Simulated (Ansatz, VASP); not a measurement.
**InPd in VASP and in Ansatz**

Contents of INCAR:

```
SYSTEM = InPd
PREC = Accurate
ENCUT = 600
EDIFF = 1E-6
ISMEAR = -1
SIGMA = 0.05
LREAL = .False.
LASPH = .True.
NELM = 100
ALGO = Normal
ISIF = 3
LWAVE = .False.
LCHARG = .False.
GGA = CA
IBRION = 2
NSW = 40
EDIFFG = -0.02
```

The input KPOINTS:

```
regular mesh
0
Gamma
  8 8 8
  0 0 0
```

POSCAR

```
InPd
1.0
    3.2718847800      0.0000000000      0.0000000000
    0.0000000000      3.2718847800      0.0000000000
    0.0000000000      0.0000000000      3.2718847800
In Pd
1 1
Direct
    0.0000000000      0.0000000000      0.0000000000
    0.5000000000      0.5000000000      0.5000000000
```

input.yaml

```yaml
crystal:
  lattice:
    - [3.27188478, 0.0, 0.0]
    - [0.0, 3.27188478, 0.0]
    - [0.0, 0.0, 3.27188478]
  atoms:
    - { symbol: In, position: [0.0, 0.0, 0.0] }
    - { symbol: Pd, position: [0.5, 0.5, 0.5] }
hamiltonian:
  xc: lda
  pseudopotentials: { kind: paw }
kpoints:
  mp_grid: { grid: [8, 8, 8] }
scf:
  occupations: { method: fermi_dirac, width: 0.05 }
output:
  forces: true
  stress: true
  eigenvalues: true
relax:
  f_tol: 0.01
  max_steps: 40
  cell: { stress_tol: 0.05 }
```

The cell comes from a database or a generator and needn't be the stable form of this composition.

Alike in both runs: task relaxation of cell and atoms; functional LDA; k mesh 8 × 8 × 8; occupations fermi-dirac, width 0.05 eV; no spin polarisation.

|  | VASP | Ansatz |
| --- | --- | --- |
| version | VASP 6.6.1 | Ansatz 0.2.0 |
| potentials or method | VASP PAW LDA potentials, release 64 (In_d, Pd) | Ansatz PAW |
| plane-wave cutoff (eV) | 600 | 420 |
| valence electrons in the cell | 23 | 31 |

Ansatz gave:

```
gap on the k mesh at the Fermi level, each at its own relaxed structure (eV) : none
relaxed volume (Å³/atom)                                                     : 16.60
relaxed cell length with the largest relative difference (Å)                 : 3.214
energy change over the relaxation (meV/atom)                                 : -21
```

Q: What did VASP give for the same quantities?

A: gap on the k mesh at the Fermi level, each at its own relaxed structure (eV): none; relaxed volume (Å³/atom): 16.68; relaxed cell length with the largest relative difference (Å): 3.219; energy change over the relaxation (meV/atom): -19.

A gap of «none» marks a metal or a gap that the smearing closes. The two sets of potentials don't hold the same shells in valence.

Caveats: the plane-wave basis is chosen anew once the cell has moved, so the energies of steps on either side of that aren't comparable (Ansatz); the PAW data sets come from PBE, with cores solved anew for the run's functional, which leaves a small shift of forces and pressure (Ansatz).
